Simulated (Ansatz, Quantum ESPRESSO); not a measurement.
AlNi3: programs and potentials compared

```xyz
4
Lattice="3.5231 0.0000 0.0000 0.0000 3.5231 0.0000 0.0000 0.0000 3.5231" Properties=species:S:1:pos:R:3 pbc="T T T"
Ni    1.7710    1.7489    0.0478
Ni    1.7636    0.0220    1.7543
Ni   -0.0571    1.7529    1.7775
Al   -0.0005   -0.0023   -0.0070
```

The cell is a database's computed one, not the measured one.

Atoms were shifted at random by some hundredths of an Å from the given cell, which wasn't relaxed again for these runs.

Alike in all runs: task single point; functional PBEsol; k mesh 8 × 8 × 8; occupations fermi-dirac, width 0.05 eV; collinear spin, ferromagnetic start; no spin-orbit coupling. Pressure is positive in compression and, in plane waves, holds the error of the finite cutoff, which Ansatz's Pulay term estimates and takes out.

| program and potentials | plane-wave cutoff (eV) | notes | band gap (eV) | pressure (GPa) | net moment per atom (μB) | largest force (eV/Å) |
| --- | --- | --- | --- | --- | --- | --- |
| Ansatz, Ansatz PAW | 420 | potentials made for PBE, which Ansatz adapts in part; Pulay term of +0.06 GPa included | no gap | -0.20 | 0.16 | 0.605 |
| Quantum ESPRESSO, GBRV 1.5 PBEsol | 612 | - | no gap | -0.21 | 0.17 | 0.607 |
| Ansatz, all-electron LAPW, scalar-relativistic | - | - | no gap | -0.25 | 0.17 | 0.605 |

Force on atom 3 (Ni), eV/Å:

```
                        program and potentials      x      y      z
                            Ansatz, Ansatz PAW  0.577  0.175  0.050
             Quantum ESPRESSO, GBRV 1.5 PBEsol  0.579  0.176  0.050
Ansatz, all-electron LAPW, scalar-relativistic  0.577  0.175  0.050
```

None finds a gap. The pressure spans -0.25 (Ansatz, all-electron LAPW, scalar-relativistic) to -0.20 GPa (Ansatz, Ansatz PAW), with all-electron results at -0.25. The net moment per atom spans 0.16 (Ansatz, Ansatz PAW) to 0.17 μB (Quantum ESPRESSO, GBRV 1.5 PBEsol), with all-electron results at 0.17. The state is the one that the start led to, which needn't be the lowest.

The functional is the same throughout but for its coding, so the spread measures potentials, basis and numerics; runs on potential files found faulty are left out.
